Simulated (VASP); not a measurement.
# AlCu: relaxation of cell and atoms with LDA

AlCu:

```xyz
2
Lattice="2.9975 0.0000 0.0000 0.0000 2.9975 0.0000 0.0000 0.0000 2.9975" Properties=species:S:1:pos:R:3 pbc="T T T"
Cu    1.4988    1.4988    1.4988
Al    0.0000    0.0000    0.0000
```

The cell comes from a database or a generator and needn't be the stable form of this composition.

```
Program                : VASP 6.6.1
Task                   : relaxation of cell and atoms
Functional             : LDA
Potentials or basis    : VASP PAW LDA potentials, release 64 (Cu, Al)
Cutoff                 : 600 eV
k mesh                 : 8 × 8 × 8
Occupations            : fermi-dirac, width 0.05 eV
Spin                   : no spin polarisation
Ladder                 : gaps
Further INCAR settings : ALGO = Normal; EDIFF = 1e-06; IBRION = 2; EDIFFG = -0.01; NSW = 40; ISIF = 3
```

| Property | Result |
| --- | --- |
| Relaxed volume | 12.55 Å³/atom |
| Relaxed cell | a = 2.928 Å, b = 2.928 Å, c = 2.928 Å, α = 90.00°, β = 90.00°, γ = 90.00° |
| Space group after relaxing (to 0.05 Å) | Pm-3m (No. 221) |
| Energy gained by relaxing | 24.9 meV/atom |
| Ionic steps | 3 |
| Pressure after relaxing | 0.1 GPa |
| Band gap on the k mesh | none (metal or under the smearing width) |

Step by step:
| step | energy change (eV) | largest force (eV/Å) | pressure (GPa) | volume (Å³) |
| --- | --- | --- | --- | --- |
| 1 | 0.0000 | 0.0000 | -7.90 | 26.93 |
| 2 | -0.0411 | 0.0000 | 4.25 | 24.43 |
| 3 | -0.0499 | 0.0000 | 0.11 | 25.10 |

Final structure:
```xyz
2
Lattice="2.9279 0.0000 0.0000 0.0000 2.9279 0.0000 0.0000 0.0000 2.9279" Properties=species:S:1:pos:R:3 pbc="T T T"
Cu    1.4639    1.4639    1.4639
Al    0.0000    0.0000    0.0000
```

Levels at points of the mesh, in eV from the Fermi level:
```
           k point  band 3  band 4  band 5  band 6  band 7  band 8  band 9  band 10  band 11
(0.00, 0.00, 0.00)   -5.26   -4.14   -4.14   -4.14    4.04    4.04    4.04     6.56     6.56
(0.50, 0.00, 0.00)   -4.96   -4.61   -4.61   -4.08   -3.29    7.38    8.33     8.33     9.03
(0.50, 0.50, 0.00)   -4.50   -4.50   -3.88   -3.88   -3.71   -0.83    0.08    10.69    13.33
(0.50, 0.50, 0.50)   -5.81   -3.69   -3.69    0.69    0.69    0.69    2.27     2.42     2.42
```

Run time: 15 s on 1 thread of AMD EPYC 7R13 Processor (Zen 3) (shared host), peak memory 0.11 GiB.
